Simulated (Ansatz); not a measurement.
Runs of Ansatz 0.2.0 on SrO. Symmetry: Fm-3m, No. 225, cubic system. Conventional cell: a = 5.133 Å, b = 5.133 Å, c = 5.133 Å, α = 90.00°, β = 90.00°, γ = 90.00°. Around Sr (site symmetry m-3m) lie 6 O at 2.57 Å. O (site symmetry m-3m) is surrounded by 6 Sr at 2.57 Å. 

```tsv
task	level	potentials or basis	cell	k mesh	cutoff (eV)	smearing	basis error allowed	gap on the mesh (eV)	pressure (GPa)
phonons	LDA	all-electron LAPW, scalar-relativistic	as given	7 × 7 × 7	230	fermi-dirac 0.05 eV	0.001 eV/atom	3.25	-
single point	PBEsol	all-electron LAPW, scalar-relativistic	as given	9 × 9 × 9	217	gaussian 0.05 eV	0.001 eV/atom	3.26	-0.5
Born charges and dielectric tensor	PBEsol	all-electron PAW datasets made for the crystal	as given	9 × 9 × 9	340	fixed	-	3.26	-
relaxation of cell and atoms	revPBE	all-electron LAPW, scalar-relativistic	relaxed	9 × 9 × 9	-	fermi-dirac 0.05 eV	0.001 eV/atom	(a)	0.0
```

Alike in all rows: no spin polarisation.

Question: Fill in the values left out.

Answer: (a) 3.47.

Caveats: an odd mesh through Γ misses points on the zone boundary, where band edges often lie; the program warned that the printed levels may be off, so bands, gaps and densities of states are rough (some runs).

A k mesh can miss the band edges, and the runs leave out spin-orbit coupling on Sr.

The runs don't all hold the same shells in valence.

Runs at the PBE level aren't shown here.
